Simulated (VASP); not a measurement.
# Si (Fd-3m) in VASP: notebook, part 2 of 2

VASP 6.6.1. The steps go on from the part before.

## (3) Single point, PBE

This run uses another cell than the first one, of 21.07 Å³/atom, 1.030 times its volume.

INCAR

```
SYSTEM = Si
PREC     = Accurate       ! precision mode
ENCUT    = 520            ! plane-wave cutoff, eV
EDIFF    = 1E-6           ! SCF threshold, eV
ISMEAR   = 0              ! smearing method
SIGMA    = 0.02           ! smearing width, eV
LREAL    = .FALSE.        ! projectors in reciprocal space
LASPH    = .TRUE.         ! aspherical terms in the spheres
NELM     = 60             ! most SCF steps
ALGO     = Normal         ! electronic algorithm
ISIF     = 2              ! what is computed and relaxed
LWAVE    = .FALSE.        ! write WAVECAR
LCHARG   = .FALSE.        ! write CHGCAR
GGA      = PE             ! functional
NBANDS   = 11             ! bands
```

KPOINTS

```
regular mesh
0
G
  10 10 10
  0 0 0
```

POSCAR

```
Si
1.0
    0.0000000000      2.7619176944      2.7619176944
    2.7619176944      0.0000000000      2.7619176944
    2.7619176944      2.7619176944      0.0000000000
Si
2
Direct
    0.7500000000      0.7500000000      0.7500000000
    0.5000000000      0.5000000000      0.5000000000
```

Potentials or basis: VASP PAW PBE potentials, release 64 (Si).

Launch:

```
$ cat potpaw_PBE.64/Si/POTCAR > POTCAR
$ mpirun -np 1 vasp_std > vasp.out
```

OUTCAR:

```text
SYSTEM = Si
   PREC = Accurate
   ENCUT = 520
   EDIFF = 1E-6
   ISMEAR = 0
   LREAL = .FALSE.
   LASPH = .TRUE.
   NELM = 60
   ISIF = 2
   GGA = PE

 ion  position               nearest neighbor table
   1  0.750  0.750  0.750-   2 2.39   2 2.39   2 2.39   2 2.39
   2  0.500  0.500  0.500-   1 2.39   1 2.39   1 2.39   1 2.39

  LATTYP: Found a face centered cubic cell.
 ALAT       =     5.5238353888

  Lattice vectors:

 A1 = (   0.0000000000,   2.7619176944,   2.7619176944)
 A2 = (   2.7619176944,   0.0000000000,   2.7619176944)
 A3 = (   2.7619176944,   2.7619176944,   0.0000000000)

Analysis of symmetry for initial positions (statically):
=====================================================================
 Subroutine PRICEL returns:
 Original cell was already a primitive cell.

 Routine SETGRP: Setting up the symmetry group for a
 face centered cubic supercell.

 Subroutine GETGRP returns: Found 48 space group operations
 (whereof 24 operations were pure point group operations)
 out of a pool of 48 trial point group operations.

The static configuration has the point symmetry T_d .
 The point group associated with its full space group is O_h .

Analysis of symmetry for dynamics (positions and initial velocities):
=====================================================================
 Subroutine PRICEL returns:
 Original cell was already a primitive cell.

 Routine SETGRP: Setting up the symmetry group for a
 face centered cubic supercell.

 Subroutine GETGRP returns: Found 48 space group operations
 (whereof 24 operations were pure point group operations)
 out of a pool of 48 trial point group operations.

The dynamic configuration has the point symmetry T_d .
 The point group associated with its full space group is O_h .

 Subroutine INISYM returns: Found 48 space group operations
 (whereof 24 operations are pure point group operations),
 and found     1 'primitive' translations

----------------------------------------------------------------------------------------

                                     Primitive cell

[... 120 lines left out ...]
   LRPA    =     F    only Hartree local field effects (RPA)
 non-spin polarized calculation
 Gauss-broadening in eV      SIGMA  =   0.02
  energy-cutoff  :      520.00
  volume of cell :       42.14
 maximum number of plane-waves:      1158
 NGX is ok and might be reduce to    30
   NGX = 15   NGY = 15   NGZ = 15

 number of electron       8.0000000 magnetization

 Free energy of the ion-electron system (eV)
  ---------------------------------------------------
  ext. energy  EPLUGINS =         0.00000000
  ---------------------------------------------------
  free energy    TOTEN  =       -10.83919078 eV

  energy without entropy =      -10.83919078  energy(sigma->0) =      -10.83919078

 E-fermi :   5.4514     XC(G=0):  -9.2106

 val. band max:        5.3215171358   @ k =   0.0000   0.0000   0.0000
 cond. band min:       5.9887519565   @ k =   0.4000   0.4000   0.0000
 fundamental gap:      0.6672348207
 Fermi energy:         5.4513532182

 k-point     1 :       0.0000    0.0000    0.0000
  band No.  band energies     occupation
      1      -6.2927      2.00000
      2       5.3215      2.00000
      3       5.3215      2.00000
      4       5.3215      2.00000
      5       7.8649      0.00000
      6       7.8649      0.00000
      7       7.8649      0.00000
      8       8.1168      0.00000
      9      13.0141      0.00000
     10      13.0141      0.00000
     11      13.0826      0.00000
[... 309 lines left out ...]
 k-point    24 :       0.4000    0.3000    0.0000
  band No.  band energies     occupation
      1      -4.2262      2.00000
      2      -0.0370      2.00000
      3       2.6119      2.00000
      4       3.0052      2.00000
      5       6.4330      0.00000
      6       7.6117      0.00000
      7      12.0309      0.00000
      8      12.2063      0.00000
      9      15.5372      0.00000
     10      15.6424      0.00000
     11      17.1397      0.00000

 [... further k-points ...]

------------------------ aborting loop because EDIFF is reached ----------------------------------------

  FORCE on cell =-STRESS in cart. coord.  units (eV):
  Direction    XX          YY          ZZ          XY          YZ          ZX
  --------------------------------------------------------------------------------------
  -------------------------------------------------------------------------------------
  Total       -0.6597066     -0.6597066     -0.6597066     -0.0000000     -0.0000000      0.0000000
  in kB      -25.0841396    -25.0841396    -25.0841396     -0.0000000     -0.0000000      0.0000000
  external PRESSURE =     -25.0841396 kB  Pullay stress =       0.0000000 kB

 VOLUME and BASIS-vectors are now :
 -----------------------------------------------------------------------------
  energy-cutoff  :      520.00
  volume of cell :       42.14
      direct lattice vectors                 reciprocal lattice vectors
     0.000000000  2.761917694  2.761917694    -0.181033635  0.181033635  0.181033635
     2.761917694  0.000000000  2.761917694     0.181033635 -0.181033635  0.181033635
     2.761917694  2.761917694  0.000000000     0.181033635  0.181033635 -0.181033635

 POSITION                                       TOTAL-FORCE (eV/Angst)
 -----------------------------------------------------------------------------------
      4.14288      4.14288      4.14288         0.000000     -0.000000     -0.000000
      2.76192      2.76192      2.76192        -0.000000      0.000000      0.000000
 -----------------------------------------------------------------------------------
    total drift:                                0.000000     -0.000000     -0.000000

  FREE ENERGIE OF THE ION-ELECTRON SYSTEM (eV)
  ---------------------------------------------------
  free  energy   TOTEN  =       -10.8391907826 eV

  energy  without entropy=      -10.8391907826  energy(sigma->0) =      -10.83919078
```

stdout:

```text
POSCAR found type information on POSCAR Si
 POSCAR found :  1 types and       2 ions
 scaLAPACK will be used
 LDA part: xc-table for (Slater+PW92), standard interpolation
 POSCAR, INCAR and KPOINTS ok, starting setup
 FFT: planning ... GRIDC
 FFT: planning ... GRID_SOFT
 FFT: planning ... GRID
 WAVECAR not read
 entering main loop
```

Run time: 8 s. Hardware: 1 thread of Intel Xeon 6975P-C (Granite Rapids), shared host; peak memory 0.16 GiB.

Results:

```yaml
Free_energy: -10.8392 eV
Pressure: -2.5 GPa
Band_gap_on_the_k_mesh: 0.67 eV, indirect (least direct gap 2.51 eV)
```

Levels at points of the mesh, in eV from the valence-band top:
| k point | band 2 | band 3 | band 4 | band 5 | band 6 | band 7 |
| --- | --- | --- | --- | --- | --- | --- |
| (0.00, 0.00, 0.00) | 0.00 | 0.00 | 0.00 | 2.54 | 2.54 | 2.54 |
| (0.50, 0.00, 0.00) | -6.73 | -1.15 | -1.15 | 1.36 | 3.36 | 3.36 |
| (0.50, 0.50, 0.00) | -7.65 | -2.72 | -2.72 | 0.81 | 0.81 | 9.68 |
